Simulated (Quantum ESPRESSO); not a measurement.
Crystal: ZrB2.

```xyz
3
Lattice="3.1700 0.0000 0.0000 -1.5850 2.7453 0.0000 0.0000 0.0000 3.5330" Properties=species:S:1:pos:R:3 pbc="T T T"
Zr    0.0000    0.0000    0.0000
B     1.5850    0.9151    1.7665
B     0.0000    1.8302    1.7665
```

```yaml
Program: Quantum ESPRESSO 7.5
Task: phonons
Functional: LDA
Potentials_or_basis: PseudoDojo 0.4.1 SR LDA standard
Cutoff: 1034 eV
Density_cutoff: 4136 eV
k_mesh: 8 × 8 × 7
Occupations: cold, width 0.2 eV
Spin: no spin polarisation
Form_of_the_LDA_correlation: PW92
Mixing_beta: 0.5
Most_SCF_iterations: 120
SCF_threshold: 6e-10 Ry
```

The cell and the atoms were relaxed first, to 9.89 Å³/atom (a = 3.134 Å, b = 3.134 Å, c = 3.487 Å, α = 90.00°, β = 90.00°, γ = 120.00°), and the response was taken there.

Where do the zone-centre optical modes lie?

E1u at 465 cm⁻¹ (IR); A2u at 491 cm⁻¹ (IR); B1g at 582 cm⁻¹ (silent); E2g at 788 cm⁻¹ (Raman).

Optical modes at Γ, degenerate ones joined:
```csv
cm⁻¹,components,symmetry,active in
465,2,E1u,IR
491,1,A2u,IR
582,1,B1g,silent
788,2,E2g,Raman
```

Caveat: the mesh is thin for the phonons of a metal.
